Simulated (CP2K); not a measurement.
The system is Si.

```
Si
1.0
     2.53211    0.00000    0.00000
     0.00000    2.53211    0.00000
     0.00000    0.00000    2.53211
Si
1
Direct
  0.50000 0.50000 0.50000
```

The cell was built by a generator and needn't be a form met in nature.

Base run:

| Property | Result |
| --- | --- |
| Program | CP2K 2026.2 |
| Functional | PBE |
| Potentials or basis | all electrons (GAPW); pob-TZVP-rev2 basis |
| Density cutoff | 6803 eV |
| k mesh | 10 × 10 × 10 |
| Occupations | fermi-dirac, width 0.05 eV |
| Spin | no spin polarisation |

Its results: band gap on the k mesh none (metal or under the smearing width); pressure 2.3 GPa.

Problem. The run is repeated on the same cell with these changes: potentials or basis from all electrons (GAPW); pob-TZVP-rev2 basis to all electrons (GAPW); pob-DZVP-rev2 basis; basis sets from Si pob-TZVP-rev2 to Si pob-DZVP-rev2. What comes out?

Solution. Band gap on the k mesh none (metal or under the smearing width); pressure 0.7 GPa.

Caveats: the basis of atomic orbitals isn't converged, which shifts pressures, moduli and gaps.
